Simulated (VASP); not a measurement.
# GaSb: single point with PBE

**The experiment to reproduce.**

From a printed reference work, data compilation, for a bulk crystal of GaSb at 4.2 K: band gap 0.811 eV (direct).

GaSb:

```
CELL_PARAMETERS angstrom
0.00000 3.10687 3.10687
3.10687 0.00000 3.10687
3.10687 3.10687 0.00000
ATOMIC_POSITIONS crystal
Ga 0.00000 0.00000 0.00000
Sb 0.25000 0.25000 0.25000
```

| Property | Result |
| --- | --- |
| Program | VASP 6.6.1 |
| Task | single point |
| Functional | PBE |
| Potentials or basis | VASP PAW PBE potentials, release 64 (Ga_d, Sb) |
| Cutoff | 520 eV |
| k mesh | 16 × 16 × 16 |
| Occupations | gaussian, width 0.1 eV |
| Spin | no spin polarisation |
| Dipole correction | no |
| Further INCAR settings | ALGO = Normal; EDIFF = 1e-06; NBANDS = 16 |

The pressure is 0.1 GPa and the band gap on the k mesh is zero (filled and empty bands touch).

Levels at points of the mesh, in eV from the Fermi level:
```
           k point  band 6  band 7  band 8  band 9  band 10  band 11  band 12  band 13
(0.00, 0.00, 0.00)  -11.24   -0.37   -0.08   -0.08    -0.08     2.71     2.71     2.71
(0.50, 0.00, 0.00)   -9.73   -6.22   -1.16   -1.16     0.23     3.67     3.67     6.41
(0.50, 0.50, 0.00)   -8.97   -6.68   -2.49   -2.49     0.87     1.26     8.30     8.30
```

Run time: 2.2 min on 1 thread of Intel(R) Xeon(R) 6975P-C (Granite Rapids), with other jobs on the host, peak memory 0.3 GiB.

Against the measured gap of GaSb, 0.811 eV (direct; 4.2 K; a printed reference work, data compilation), the calculated 0.00 eV is off by -0.81 eV. Spin-orbit coupling on Ga, Sb is left out. The value is that of PBE on a finite k mesh, which can miss the band edges, without temperature or zero-point motion. Semilocal functionals fall short of measured gaps as a rule.

Caveat: semilocal functionals underestimate gaps, and a narrow one can read as zero; spin-orbit coupling is left out, which moves the levels of the heavy elements.
